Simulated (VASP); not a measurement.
# BaTiO3 (Pm-3m) in VASP: further runs

Runs on BaTiO3. Level: LDA. Tasks: single point.

Everything below comes from runs of VASP 6.6.1. Logs are shortened: lines on timing, memory, paths and dates and some standing lists are left out, and cuts for length are marked.

**1. The structure**

The structure is cubic, space group Pm-3m (No. 221). Conventional cell: a = 4.006 Å, b = 4.006 Å, c = 4.006 Å, α = 90.00°, β = 90.00°, γ = 90.00°. Around Ba (site symmetry m-3m) lie 12 O at 2.83 Å. Ti (site symmetry m-3m) is surrounded by 6 O at 2.00 Å. Around O (site symmetry 4/mmm) lie 2 Ti at 2.00 Å.

**2. Single point, LDA**

The input, INCAR:

```
PREC = Accurate
ENCUT = 460
EDIFF = 1E-7
ISMEAR = 0
SIGMA = 0.05
LREAL = False
LASPH = True
NELM = 100
ALGO = Normal
ISIF = 2
LWAVE = False
LCHARG = False
GGA = CA
ADDGRID = False
```

The input, KPOINTS:

```
Automatic mesh
0
Gamma
  2 2 2
```

The input, POSCAR:

```
BaTiO3
1.0
    4.0060000000      0.0000000000      0.0000000000
    0.0000000000      4.0060000000      0.0000000000
    0.0000000000      0.0000000000      4.0060000000
Ba Ti O
1 1 3
Direct
    0.5000000000      0.5000000000      0.5000000000
    0.0000000000      0.0000000000      0.0000000000
    0.0000000000      0.0000000000      0.5000000000
    0.0000000000      0.5000000000      0.0000000000
    0.5000000000      0.0000000000      0.0000000000
```

Potentials or basis: VASP PAW LDA potentials, release 64 (Ba_sv, Ti_sv, O).

Launch:

```
$ cat potpaw_LDA.64/Ba_sv/POTCAR potpaw_LDA.64/Ti_sv/POTCAR potpaw_LDA.64/O/POTCAR > POTCAR
$ mpirun -np 1 vasp_std > vasp.out
```

OUTCAR:

```text
PREC = Accurate
   ENCUT = 460
   EDIFF = 1E-7
   ISMEAR = 0
   LREAL = False
   LASPH = True
   NELM = 100
   ISIF = 2
   GGA = CA

 Found      4 irreducible k-points:

 Following reciprocal coordinates:
            Coordinates               Weight
  0.000000  0.000000  0.000000      1.000000
  0.500000  0.000000  0.000000      3.000000
  0.500000  0.500000  0.000000      3.000000
  0.500000  0.500000  0.500000      1.000000
   k-points           NKPTS =      4   k-points in BZ     NKDIM =      4   number of bands    NBANDS=     24
   number of dos      NEDOS =    301   number of ions     NIONS =      5
   total plane-waves  NPLWV =  21952
   dimension x,y,z NGX =    28 NGY =   28 NGZ =   28
   dimension x,y,z NGXF=    56 NGYF=   56 NGZF=   56
   ions per type =               1   1   3
   NGX,Y,Z   is equivalent  to a cutoff of  11.62, 11.62, 11.62 a.u.
   NGXF,Y,Z  is equivalent  to a cutoff of  23.24, 23.24, 23.24 a.u.
 SYSTEM =  unknown system
   PREC   = accura    normal or accurate (medium, high low for compatibility)
   ISTART =      0    job   : 0-new  1-cont  2-samecut
   ICHARG =      2    charge: 1-file 2-atom 10-const
   ISPIN  =      1    spin polarized calculation?
   LNONCOLLINEAR =      F non collinear calculations
   LSORBIT =      F    spin-orbit coupling
   LASPH  =      T    aspherical Exc in radial PAW
   ENCUT  =  460.0 eV  33.81 Ry    5.81 a.u.   7.01  7.01  7.01*2*pi/ulx,y,z
   NELM   =    100;   NELMIN=  2; NELMDL= -5     # of ELM steps
   EDIFF  = 0.1E-06   stopping-criterion for ELM
   LREAL  =      F    real-space projection
   EDIFFG = 0.1E-05   stopping-criterion for IOM
   NSW    =      0    number of steps for IOM
   IBRION =     -1    ionic relax: 0-MD 1-quasi-New 2-CG
   NFREE  =      0    steps in history (QN), initial steepest desc. (CG)
   ISIF   =      2    stress and relaxation
   ISYM   =      2    0-nonsym 1-usesym 2-fastsym
   POTIM  = 0.5000    time-step for ionic-motion
   TEBEG  =    0.0;   TEEND  =   0.0 temperature during run
   PSTRESS=    0.0 pullay stress
   NELECT =      40.0000    total number of electrons
   NUPDOWN=      -1.0000    fix difference up-down
   EMIN   =  10.00;   EMAX   =-10.00  energy-range for DOS
   EFERMI =   0.00;   METHOD = LEGACY
   ISMEAR =     0;   SIGMA  =   0.05  broadening in eV -4-tet -1-fermi 0-gaus
   EFERMI_NEDOS =   21; number of points for ismear=-14 and -15
   IALGO  =     38    algorithm
   IMIX   =      4    mixing-type and parameters
     AMIX     =   0.40;   BMIX     =  1.00
     AMIX_MAG =   1.60;   BMIX_MAG =  1.00
  volume/ion in A,a.u.               =      12.86        86.77
  Fermi-wavevector in a.u.,A,eV,Ry     =   1.397603  2.641087 26.576187  1.953295
  Thomas-Fermi vector in A             =   2.520843
   LORBIT       =      0    0 simple, 1 ext, 2 COOP (PROOUT), +10 PAW based schemes
   GGA     = CA    functional components
   LHFCALC =     F    Hartree Fock is set to
   AEXX    =    0.0000 exact exchange contribution
   IVDW    =     0    specifies the selected vdW correction
   LEPSILON=     F    determine dielectric tensor
   LRPA    =     F    only Hartree local field effects (RPA)
 non-spin polarized calculation
 Gauss-broadening in eV      SIGMA  =   0.05
  energy-cutoff  :      460.00
  volume of cell :       64.29
 maximum number of plane-waves:      1472
   NGX = 15   NGY = 15   NGZ = 15

 number of electron      40.0000034 magnetization

 Free energy of the ion-electron system (eV)
  ---------------------------------------------------
  ext. energy  EPLUGINS =         0.00000000
  ---------------------------------------------------
  free energy    TOTEN  =       -43.31039010 eV

  energy without entropy =      -43.31039010  energy(sigma->0) =      -43.31039010

 E-fermi :   3.9142     XC(G=0): -11.7236

 val. band max:        3.6256748405   @ k =   0.5000   0.5000   0.5000
 cond. band min:       4.8927069393   @ k =   0.0000   0.0000   0.0000
 fundamental gap:      1.2670320988
 Fermi energy:         3.9142486970

 k-point     1 :       0.0000    0.0000    0.0000
  band No.  band energies     occupation
      1     -52.7811      2.00000
      2     -29.3751      2.00000
      3     -29.3751      2.00000
      4     -29.3751      2.00000
      5     -21.1303      2.00000
      6     -12.9671      2.00000
[... 16 lines left out ...]
     23       4.8927      0.00000
     24       7.1138      0.00000

 k-point     2 :       0.5000    0.0000    0.0000
  band No.  band energies     occupation
      1     -52.7801      2.00000
      2     -29.4245      2.00000
      3     -29.3731      2.00000
      4     -29.3731      2.00000
      5     -21.0094      2.00000
      6     -13.2204      2.00000
[... 16 lines left out ...]
     23       6.7273      0.00000
     24       7.1227      0.00000

 k-point     3 :       0.5000    0.5000    0.0000
  band No.  band energies     occupation
      1     -52.7791      2.00000
      2     -29.4212      2.00000
      3     -29.4212      2.00000
      4     -29.3712      2.00000
      5     -20.9309      2.00000
      6     -12.5900      2.00000
[... 16 lines left out ...]
     23       7.1022      0.00000
     24       8.0057      0.00000

 k-point     4 :       0.5000    0.5000    0.5000
  band No.  band energies     occupation
      1     -52.7782      2.00000
      2     -29.4187      2.00000
      3     -29.4187      2.00000
      4     -29.4187      2.00000
      5     -20.8620      2.00000
      6     -12.0144      2.00000
[... 16 lines left out ...]
     23       7.3886      0.00000
     24      10.1729      0.00000

------------------------ aborting loop because EDIFF is reached ----------------------------------------

  FORCE on cell =-STRESS in cart. coord.  units (eV):
  Direction    XX          YY          ZZ          XY          YZ          ZX
  --------------------------------------------------------------------------------------
  -------------------------------------------------------------------------------------
  Total       -2.1954459     -2.1954459     -2.1954459      0.0000000      0.0000000     -0.0000000
  in kB      -54.7142546    -54.7142546    -54.7142546      0.0000000      0.0000000     -0.0000000
  external PRESSURE =     -54.7142546 kB  Pullay stress =       0.0000000 kB

 VOLUME and BASIS-vectors are now :
 -----------------------------------------------------------------------------
  energy-cutoff  :      460.00
  volume of cell :       64.29
      direct lattice vectors                 reciprocal lattice vectors
     4.006000000  0.000000000  0.000000000     0.249625562  0.000000000  0.000000000
     0.000000000  4.006000000  0.000000000     0.000000000  0.249625562  0.000000000
     0.000000000  0.000000000  4.006000000     0.000000000  0.000000000  0.249625562

 POSITION                                       TOTAL-FORCE (eV/Angst)
 -----------------------------------------------------------------------------------
      2.00300      2.00300      2.00300         0.000000      0.000000      0.000000
      0.00000      0.00000      0.00000         0.000000      0.000000      0.000000
      0.00000      0.00000      2.00300         0.000000      0.000000      0.000000
      0.00000      2.00300      0.00000         0.000000      0.000000      0.000000
      2.00300      0.00000      0.00000         0.000000      0.000000      0.000000
 -----------------------------------------------------------------------------------
    total drift:                                0.000000      0.000000     -0.000000

  FREE ENERGIE OF THE ION-ELECTRON SYSTEM (eV)
  ---------------------------------------------------
  free  energy   TOTEN  =       -43.3103901028 eV

  energy  without entropy=      -43.3103901028  energy(sigma->0) =      -43.31039010
```

It took 7.2 s on 1 thread of AMD EPYC 7R13 (Zen 3), shared host; peak memory 0.11 GiB.

These settings aren't checked as converged: the numbers below hold their error.

What came out:

```
Free energy            : -43.3104 eV
Pressure               : -5.5 GPa
Band gap on the k mesh : 1.27 eV, indirect (least direct gap 1.41 eV)
```

Caveat: the k mesh is coarse (spacing up to 0.78 Å⁻¹), so the values aren't converged; the cutoff is under 1.25 times the usual one of these potentials, so pressure, stress and relaxed cells hold a basis-set (Pulay) error; spin-orbit coupling is left out, which moves the levels of the heavy elements.

**3. Single point, LDA**

INCAR is that of step 2.

KPOINTS is that of step 2.

The input, POSCAR:

```
BaTiO3
1.0
    4.0060000000      0.0000000000      0.0000000000
    0.0000000000      4.0060000000      0.0000000000
    0.0000000000      0.0000000000      4.0060000000
Ba Ti O
1 1 3
Direct
    0.4701120000      0.5031600000      0.5056990000
   -0.0202070000      0.0016430000     -0.0204470000
   -0.0270160000     -0.0188640000      0.5097340000
   -0.0003670000      0.4971430000     -0.0056670000
    0.4958670000     -0.0087980000      0.0064420000
```

Potentials or basis: VASP PAW LDA potentials, release 64 (Ba_sv, Ti_sv, O).

Launch:

```
$ cat potpaw_LDA.64/Ba_sv/POTCAR potpaw_LDA.64/Ti_sv/POTCAR potpaw_LDA.64/O/POTCAR > POTCAR
$ mpirun -np 1 vasp_std > vasp.out
```

It took 12 s on 1 thread of AMD EPYC 7R13 (Zen 3), shared host; peak memory 0.12 GiB.

These settings aren't checked as converged: the numbers below hold their error.

What came out:

```
Free energy            : -43.4589 eV
Pressure               : -4.6 GPa
Largest force          : 2.187 eV/Å
Band gap on the k mesh : 1.59 eV, indirect (least direct gap 1.88 eV)
```

Caveat: the k mesh is coarse (spacing up to 0.78 Å⁻¹), so the values aren't converged; the cutoff is under 1.25 times the usual one of these potentials, so pressure, stress and relaxed cells hold a basis-set (Pulay) error; spin-orbit coupling is left out, which moves the levels of the heavy elements.

**4. Single point, LDA**

Edit INCAR of step 3 so:

```diff
@@ -1,3 +1,3 @@
 PREC = Accurate
-ENCUT = 460
+ENCUT = 220
 EDIFF = 1E-7
```

The input, KPOINTS:

```
Automatic mesh
0
Gamma
  3 3 3
```

The input, POSCAR:

```
BaTiO3
1.0
    4.0060000000      0.0000000000      0.0000000000
    0.0000000000      4.0060000000      0.0000000000
    0.0000000000      0.0000000000      4.0060000000
Ba Ti O
1 1 3
Direct
    0.5000000000      0.5000000000      0.5000000000
    0.0000000000      0.0000000000      0.0000000000
    0.0000000000      0.0000000000      0.5000000000
    0.0000000000      0.5000000000      0.0000000000
    0.5000000000      0.0000000000      0.0000000000
```

Launch:

```
$ cat potpaw_LDA.64/Ba_sv/POTCAR potpaw_LDA.64/Ti_sv/POTCAR potpaw_LDA.64/O/POTCAR > POTCAR
$ mpirun -np 1 vasp_std > vasp.out
```

It took 3.9 s on 1 thread of AMD EPYC 7R13 (Zen 3), shared host; peak memory 0.08 GiB.

The run converged, but a check on its numbers failed (symmetry, net force, bounds or a known fault of this set-up), so they aren't taken as properties of the crystal.

Caveat: the k mesh is coarse (spacing up to 0.52 Å⁻¹), so the values aren't converged; the cutoff lies under the usual one of these potentials, so the numbers hold a large basis-set error; a pressure of tens of GPa on the cell as given is suspect, and the run, the potentials or the cell itself is likely at fault; spin-orbit coupling is left out, which moves the levels of the heavy elements; an odd mesh through Γ misses points on the zone boundary, where band edges often lie.

**5. For comparison**

An earlier run on the cell as given: functional PBEsol; potentials or basis VASP PAW PBE potentials, release 64 (Ba_sv, Ti_sv, O); cutoff 520 eV; k mesh 7 × 7 × 7; occupations fermi-dirac, width 0.05 eV; no spin polarisation.

- Pressure: -2.8 GPa
- Band gap on the k mesh: 1.76 eV, indirect (least direct gap 1.84 eV)
